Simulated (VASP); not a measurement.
A run of VASP 6.6.1:

Contents of INCAR:

```
SYSTEM = Hf
PREC = Accurate
ENCUT = 520
EDIFF = 1E-6
ISMEAR = 1
SIGMA = 0.1
LREAL = .False.
LASPH = .True.
NELM = 100
ALGO = Normal
ISIF = 2
LWAVE = .False.
LCHARG = .True.
LNONCOLLINEAR = .True.
MAGMOM = 0 0 0 0 0 0
LORBIT = 10
LSORBIT = .True.
GGA_COMPAT = .False.
LMAXMIX = 4
METAGGA = LAK
LMIXTAU = .True.
LVHAR = .True.
```

KPOINTS

```
regular mesh
0
Gamma
  7 7 4
  0 0 0
```

POSCAR

```
Hf
1.0
    3.1967000000      0.0000000000      0.0000000000
   -1.5983500000      2.7684234083      0.0000000000
    0.0000000000      0.0000000000      5.0578000000
Hf
2
Direct
    0.6666666667      0.3333333333      0.7500000000
    0.3333333333      0.6666666667      0.2500000000
```

Potentials or basis: VASP PAW PBE potentials, release 64 (Hf_pv).

Command:

```bash
$ cat potpaw_PBE.64/Hf_pv/POTCAR > POTCAR
$ mpirun -np 1 vasp_ncl > vasp.out
```

Hardware: 1 thread of AMD EPYC 7R43 64-Core Processor (Zen 3), on a shared host.

Task: How long does it take, and how much memory?

Result: Wall time 14 min on 1 thread of AMD EPYC 7R43 64-Core Processor (Zen 3), with other jobs on the host, peak memory 0.28 GiB. Counts: scf iterations 17, k points 24.
